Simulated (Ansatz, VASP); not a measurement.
MgS: VASP beside Ansatz

```
Mg S
1.0
     3.67929    0.00000    0.00000
    -1.83964    3.18636    0.00000
     0.00000    0.00000    9.01238
Mg S
3 3
Cartesian
  0.0000 0.0000 0.0000
  0.0000 2.1242 3.0041
  1.8396 1.0621 6.0083
  1.8396 1.0621 1.5021
  0.0000 0.0000 4.5062
  0.0000 2.1242 7.5103
```

The cell was built by a generator and needn't be a form met in nature.

Alike in both runs: task relaxation of cell and atoms; functional PBE; k mesh 9 × 9 × 4; occupations gaussian, width 0.02 eV; no spin polarisation.

|  | VASP | Ansatz |
| --- | --- | --- |
| version | VASP 6.6.1 | Ansatz 0.2.0 |
| potentials or method | VASP PAW PBE potentials, release 64 (Mg, S) | scalar-relativistic, plane waves, PAW |
| plane-wave cutoff (eV) | 600 | 420 |
| valence electrons in the cell | 24 | 48 |

|  | VASP | Ansatz | Ansatz less VASP |
| --- | --- | --- | --- |
| gap on the k mesh at the Fermi level, each at its own relaxed structure (eV) | 2.86 | 2.86 | +0.006 |
| relaxed volume (Å³/atom) | 17.81 | 17.88 | +0.066 |
| relaxed cell length with the largest relative difference (Å) | 9.047 | 9.058 | +0.0112 |

The two sets of potentials don't hold the same shells in valence.

Caveats: an odd mesh through Γ misses points on the zone boundary, where band edges often lie. A hybrid or GW would open this gap; PBE tends to underestimate it.
